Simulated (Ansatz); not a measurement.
An Ansatz input:

```yaml
crystal:
  lattice:
    - [2.5381611612, 0.0, 0.0]
    - [-1.2690805806, 2.1981120445, 0.0]
    - [0.0, 0.0, 4.0094383627]
  atoms:
    - { symbol: Fe, position: [0.3333333333, 0.6666666667, 0.25], spin: 2.5 }
    - { symbol: Fe, position: [0.6666666667, 0.3333333333, 0.75], spin: -2.5 }
hamiltonian:
  xc: revpbe
  pseudopotentials:
    kind: paw
    azcp:
      Fe: "pseudopotentials/Fe.paw.azcp"
basis:
  ecutwfc: 420
  fft_grid_basis: typed
kpoints:
  mp_grid: { grid: [16, 16, 9], shift: [0, 0, 0] }
magnetization:
  spin_polarized: true
scf:
  occupations: { method: fermi_dirac, width: 0.05 }
  lower_state_search: "off"
output:
  stress: true
```

Terminal output

```
Engine: ansatz 0.2.0, aarch64-unknown-linux-gnu
Pseudopotentials: kind: paw
Pseudopotential: Fe, paw, valence charge 16, recommended cutoff 420 eV (normal) 
Functional definition: revPBE
  parameter kappa = 1.245
  parameter beta = 0.06672455060314922
  exchange = pbe_x(kappa = kappa, mu = beta*pi^2/3)
  correlation = pbe_c(beta = beta)
Crystal: 2 atoms, lattice volume = 22.369 Å³
Basis set: ecut = 420 eV, 439 PW (Γ)
Bands: 23, of which v1, the nominal top of the filled ones, is band 16 counted from 1 (15 counted from 0)
Symmetry: 12 space group operations
Space group: P-6m2 (ITA 187), of the structure as read, at distance tolerance 2.8e-5 Å
Magnetic group: BNS 194.267 (UNI 1497), of the structure as read, at distance tolerance 2.8e-5 Å
k-points: 150 of 2304 (time reversal used)
Non-local potential: Fe, projectors of the file, l = 0: 3, l = 1: 2, l = 2: 3, l = 3: 1
PAW form: soft (Blöchl's): semilocal exchange-correlation on the pseudo side does not see the compensation charge
PAW frozen core: Fe, regenerated for the run's functional, and the local potential with it (the file was generated under x = pbe(κ = 0.804, μ = 0.2195149727645171), c = pbe(β = 0.06672455060314922))
PAW one-centre angular grid: Fe, 590 points (default); XC on 64 Gauss nodes
Initial density: superposition of atomic densities (chi_scale 0.1, normalization cell)
Starting moments: Σ|m| = 5 μB on 2 of 2 sites
Starting magnetic order: antiferromagnet; an inversion exchanges its spin sublattices: spin-degenerate at every k-point
Initial wavefunctions: pseudopotential atomic-orbital guess
Functional: x = revpbe(κ = 1.245, μ = 0.2195149727645171), c = pbe(β = 0.06672455060314922)
SCF iter   1: F=—  HF=-8967.478038 eV  |F-HF|=—  |Δ(HF+E_count)|=         —  Δρ=6.58e-2 (↑6.58e-2 ↓6.58e-2)  dr2=1.11e0  dr2_m=4.64e-1  M=0.000 μB ∫|m|=3.885 μB  β_m=0.30  ethr=3.10e-3  ⟨swp⟩=4.9  Hψ=26403  notcnv=0  defer=11
SCF iter   2: F=—  HF=-8967.398324 eV  |F-HF|=—  |Δ(HF+E_count)|=   7.97e-2  Δρ=3.92e-2 (↑3.92e-2 ↓3.92e-2)  dr2=2.08e-1  dr2_m=2.39e-1  M=0.000 μB ∫|m|=3.857 μB  β_m=0.30  ethr=3.10e-3  ⟨swp⟩=2.0  Hψ=10998  notcnv=0  defer=180
SCF iter   3: F=—  HF=-8967.382437 eV  |F-HF|=—  |Δ(HF+E_count)|=   1.59e-2  Δρ=2.67e-2 (↑2.67e-2 ↓2.67e-2)  dr2=1.33e-2  dr2_m=1.42e-1  M=-0.000 μB ∫|m|=3.814 μB  β_m=0.30  ethr=6.51e-4  ⟨swp⟩=2.5  Hψ=9926  notcnv=0  defer=180
SCF iter   4: F=—  HF=-8967.398774 eV  |F-HF|=—  |Δ(HF+E_count)|=   1.63e-2  Δρ=2.25e-2 (↑2.25e-2 ↓2.23e-2)  dr2=6.48e-4  dr2_m=1.02e-1  M=0.000 μB ∫|m|=3.754 μB  β_m=0.30  ethr=4.16e-5  ⟨swp⟩=2.3  Hψ=13543  notcnv=0  defer=180
SCF iter   5: F=—  HF=-8967.421336 eV  |F-HF|=—  |Δ(HF+E_count)|=   2.26e-2  Δρ=2.04e-2 (↑1.78e-2 ↓2.04e-2)  dr2=2.40e-3  dr2_m=7.46e-2  M=-0.005 μB ∫|m|=3.703 μB  β_m=0.30  ethr=2.02e-6  ⟨swp⟩=2.0  Hψ=13522  notcnv=0  defer=180
SCF iter   6: F=—  HF=-8967.433845 eV  |F-HF|=—  |Δ(HF+E_count)|=   1.25e-2  Δρ=1.84e-2 (↑1.84e-2 ↓1.50e-2)  dr2=3.56e-3  dr2_m=5.68e-2  M=0.005 μB ∫|m|=3.653 μB  β_m=0.30  ethr=2.02e-6  ⟨swp⟩=2.3  Hψ=12106  notcnv=0  defer=180
SCF iter   7: F=—  HF=-8967.442147 eV  |F-HF|=—  |Δ(HF+E_count)|=   8.30e-3  Δρ=1.46e-2 (↑1.46e-2 ↓1.45e-2)  dr2=6.35e-5  dr2_m=4.34e-2  M=0.000 μB ∫|m|=3.609 μB  β_m=0.30  ethr=2.02e-6  ⟨swp⟩=2.2  Hψ=11484  notcnv=0  defer=180
SCF iter   8: F=—  HF=-8967.447567 eV  |F-HF|=—  |Δ(HF+E_count)|=   5.42e-3  Δρ=1.28e-2 (↑1.28e-2 ↓1.28e-2)  dr2=3.14e-5  dr2_m=3.34e-2  M=0.000 μB ∫|m|=3.570 μB  β_m=0.30  ethr=1.98e-7  ⟨swp⟩=2.0  Hψ=12114  notcnv=0  defer=180
SCF iter   9: F=—  HF=-8967.451269 eV  |F-HF|=—  |Δ(HF+E_count)|=   3.70e-3  Δρ=1.16e-2 (↑1.16e-2 ↓1.16e-2)  dr2=6.26e-5  dr2_m=2.74e-2  M=0.000 μB ∫|m|=3.530 μB  β_m=0.30  ethr=9.82e-8  ⟨swp⟩=2.0  Hψ=11989  notcnv=0  defer=180
SCF iter  10: F=—  HF=-8967.454020 eV  |F-HF|=—  |Δ(HF+E_count)|=   2.75e-3  Δρ=1.04e-2 (↑1.04e-2 ↓1.04e-2)  dr2=7.91e-5  dr2_m=2.21e-2  M=0.000 μB ∫|m|=3.494 μB  β_m=0.30  ethr=9.82e-8  ⟨swp⟩=2.0  Hψ=11710  notcnv=0  defer=180
SCF iter  11: F=—  HF=-8967.456136 eV  |F-HF|=—  |Δ(HF+E_count)|=   2.12e-3  Δρ=9.32e-3 (↑9.32e-3 ↓9.31e-3)  dr2=3.20e-5  dr2_m=1.78e-2  M=0.000 μB ∫|m|=3.463 μB  β_m=0.30  ethr=9.82e-8  ⟨swp⟩=2.0  Hψ=11619  notcnv=0  defer=180
Mixer restart at iter 11: flushing history
spin-set hold released at iteration 11 (site moments contracting): the magnetisation degrees of freedom join the quasi-Newton model from the next iteration; the mixer history was flushed
SCF iter  12: F=—  HF=-8967.457820 eV  |F-HF|=—  |Δ(HF+E_count)|=   1.68e-3  Δρ=8.56e-3 (↑8.50e-3 ↓8.56e-3)  dr2=4.58e-5  dr2_m=1.49e-2  M=0.000 μB ∫|m|=3.432 μB  β_m=0.21  ethr=9.82e-8  ⟨swp⟩=2.0  Hψ=11105  notcnv=0  defer=180
SCF iter  13: F=—  HF=-8967.462423 eV  |F-HF|=—  |Δ(HF+E_count)|=   4.60e-3  Δρ=8.12e-3 (↑8.12e-3 ↓3.66e-3)  dr2=5.54e-3  dr2_m=7.08e-3  M=0.004 μB ∫|m|=3.327 μB  β_m=0.41  ethr=9.82e-8  ⟨swp⟩=2.8  Hψ=13712  notcnv=0  defer=180
SCF iter  14: F=—  HF=-8967.468088 eV  |F-HF|=—  |Δ(HF+E_count)|=   5.66e-3  Δρ=8.91e-3 (↑5.02e-3 ↓8.91e-3)  dr2=5.04e-2  dr2_m=1.11e-3  M=-0.007 μB ∫|m|=3.100 μB  β_m=0.25  ethr=9.82e-8  ⟨swp⟩=2.8  Hψ=15209  notcnv=0  defer=180  recentre
SCF iter  15: F=—  HF=-8967.465531 eV  |F-HF|=—  |Δ(HF+E_count)|=   2.56e-3  Δρ=4.97e-3 (↑4.97e-3 ↓2.60e-3)  dr2=1.63e-3  dr2_m=2.89e-3  M=0.002 μB ∫|m|=3.196 μB  β_m=0.32  ethr=9.82e-8  ⟨swp⟩=2.6  Hψ=14143  notcnv=0  defer=173
SCF iter  16: F=—  HF=-8967.467523 eV  |F-HF|=—  |Δ(HF+E_count)|=   1.99e-3  Δρ=1.75e-3 (↑1.57e-3 ↓1.75e-3)  dr2=4.94e-5  dr2_m=5.46e-4  M=0.001 μB ∫|m|=3.032 μB  β_m=0.66  ethr=9.82e-8  ⟨swp⟩=2.9  Hψ=15045  notcnv=0  defer=168
SCF iter  17: F=—  HF=-8967.468784 eV  |F-HF|=—  |Δ(HF+E_count)|=   1.26e-3  Δρ=9.02e-4 (↑4.43e-4 ↓9.02e-4)  dr2=1.17e-4  dr2_m=7.63e-5  M=0.000 μB ∫|m|=2.813 μB  β_m=0.83  ethr=9.82e-8  ⟨swp⟩=3.0  Hψ=15870  notcnv=0  defer=161
SCF iter  18: F=—  HF=-8967.468884 eV  |F-HF|=—  |Δ(HF+E_count)|=   1.00e-4  Δρ=4.12e-4 (↑4.12e-4 ↓3.40e-4)  dr2=8.30e-5  dr2_m=8.08e-6  M=0.000 μB ∫|m|=2.740 μB  β_m=0.84  ethr=9.82e-8  ⟨swp⟩=2.2  Hψ=12217  notcnv=0  defer=154
SCF iter  19: F=—  HF=-8967.468885 eV  |F-HF|=—  |Δ(HF+E_count)|=   2.76e-7  Δρ=3.35e-4 (↑1.49e-4 ↓3.35e-4)  dr2=3.65e-5  dr2_m=2.11e-6  M=0.000 μB ∫|m|=2.735 μB  β_m=0.71  ethr=9.82e-8  ⟨swp⟩=2.4  Hψ=10621  notcnv=0  defer=154
SCF iter  20: F=—  HF=-8967.468882 eV  |F-HF|=—  |Δ(HF+E_count)|=   2.50e-6  Δρ=1.05e-4 (↑5.43e-5 ↓1.05e-4)  dr2=9.40e-7  dr2_m=1.25e-6  M=0.000 μB ∫|m|=2.737 μB  β_m=0.71  ethr=9.82e-8  ⟨swp⟩=1.0  Hψ=6746  notcnv=0  defer=154
SCF iter  21: F=—  HF=-8967.468884 eV  |F-HF|=—  |Δ(HF+E_count)|=   2.23e-6  Δρ=4.80e-5 (↑4.80e-5 ↓3.79e-5)  dr2=5.75e-8  dr2_m=3.71e-7  M=0.000 μB ∫|m|=2.745 μB  β_m=0.73  ethr=3.13e-10  ⟨swp⟩=3.1  Hψ=27168  notcnv=0
iter 22 did not close the SCF: its close was put off for a magnetic moment that had not settled (scf_convergence_deferred on its scf_iter line)
SCF iter  22: F=-8967.468885 eV  HF=-8967.468885 eV  |F-HF|=2.11e-8  |Δ(HF+E_count)|=   6.71e-7  Δρ=2.32e-5 (↑1.19e-5 ↓2.32e-5)  dr2=3.51e-8  dr2_m=6.23e-8  M=0.000 μB ∫|m|=2.749 μB  β_m=0.84  ethr=1.80e-10  ⟨swp⟩=4.1  Hψ=22732  notcnv=0
SCF iter  23: F=-8967.468885 eV  HF=-8967.468885 eV  |F-HF|=1.46e-11  |Δ(HF+E_count)|=   1.33e-7  Δρ=2.41e-6 (↑2.18e-6 ↓2.41e-6)  dr2=3.13e-10  dr2_m=9.02e-10  M=0.000 μB ∫|m|=2.752 μB  ethr=1.10e-10  ⟨swp⟩=2.1  Hψ=24711  notcnv=0
SCF 1 converged in 23 iterations: F = -8967.468885 eV  dr2 = 3.13e-10
SCF converged after 23 iterations
Magnetization: 0.0001 μB (16.0000 up, 16.0000 down)
Absolute magnetization: 2.7523 μB (∫|ρ↑−ρ↓|, with the PAW one-centre terms)
Spin contamination: 0.8820 ħ² per cell (⟨S²⟩ above its minimum at these occupations)
Per-site moments (μB) at R_I (Å): [(1.3418015257990399, 1.0243231104800334), (-1.3417148523412699, 1.0243231104800334)]
Free energy (F): -8967.468885 eV
Harris-Foulkes:  -8967.468885 eV  (|F-HF|=1.46e-11)
Internal energy: -8967.442709 eV  (E = F + TS)
E sigma→0 (E₀):  -8967.455797 eV
Entropy (-TS):   -0.026176 eV (-13.088 meV/atom)
Fermi energy:    19.056836 eV
--- Per-component energies (eV) ---
  E_band       = -415.441131
  E_kinetic    = 702.840110
  E_local      = -4083.718544  (includes V_loc(G=0)·N_el)
  E_nonlocal   = 429.983299
  E_hartree    = 1716.037298
  E_xc         = -236.758929
  E_vxc        = -304.660552  (∫ρ·V_xc dr)
  E_paw        = -2735.810888  (= ΣΔE_a)
  E_vpaw       = -591.960552  (= ΣTr[D̂ρ^β])
  E_aug_tail   = 0.001597  (compensation charges beyond the density's cutoff)
  E_ewald      = -4759.948020
  E_core_change = -0.068632  (= ΣΔE_core)
  E_smearing   = -0.026176  (= −TS)
  E_closure    = 0.000000  (closes the sum)
  Σ components = -8967.468885   (vs F -8967.468885, Δ=0.00e0)
--- Stress (GPa, compression-positive) ---
      -10.911640       0.000000      -0.000000
        0.000000     -10.911640      -0.000000
       -0.000000      -0.000000      -3.326986
  P = ⅓ Tr σ = -8.3834 GPa (-83.834 kbar)
```
